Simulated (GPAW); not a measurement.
Here is a GPAW 26.7.0 calculation.

run.py

```python
from ase import Atoms
from ase.dft.bandgap import bandgap
from ase.io import write
from ase.units import GPa
from gpaw import GPAW, PW

atoms = Atoms(['N', 'N', 'B', 'B'],
              cell=[[2.49824, 0.0, 0.0],
                    [-1.24912, 2.1635393048, 0.0],
                    [0.0, 0.0, 6.6357]],
              scaled_positions=[[0.6666666667, 0.3333333333, 0.25],
                                [0.3333333333, 0.6666666667, 0.75],
                                [0.6666666667, 0.3333333333, 0.75],
                                [0.3333333333, 0.6666666667, 0.25]],
              pbc=True)

calc = GPAW(mode=PW(800),
            xc='PBE',
            kpts={'size': (12, 12, 4), 'gamma': True},
            occupations={'name': 'fermi-dirac', 'width': 0.05},
            nbands=18,
            convergence={'density': 1e-05, 'energy': 1e-05},
            maxiter=150,
            txt='gpaw.txt')
atoms.calc = calc
energy = atoms.get_potential_energy()
forces = atoms.get_forces()
stress = atoms.get_stress()
calc.write('gs.gpw')
write('result.traj', atoms)
print(f'Energy: {energy:.6f} eV')
print('Forces (eV/A):')
print(forces.round(4))
print('Stress (GPa):', (stress / GPa).round(3))
print('Fermi level:', round(calc.get_fermi_level(), 4), 'eV')
print(f'Gap: {bandgap(calc)[0]:.4f} eV, direct: {bandgap(calc, direct=True)[0]:.4f} eV')
```

Potentials or basis: GPAW PAW data sets (gpaw-data 1.2.1), pw.

Launch:

```bash
$ OMP_NUM_THREADS=1 python run.py
```

(1) Estimate the band gap on the k mesh.

(2) What does it give for the pressure?

## Answers

(1) 4.29 eV, indirect (least direct gap 4.66 eV).

(2) 4.3 GPa.

Caveat: this functional lacks dispersion, which binds the layers, so the pressure and a relaxed spacing across them are unreliable.
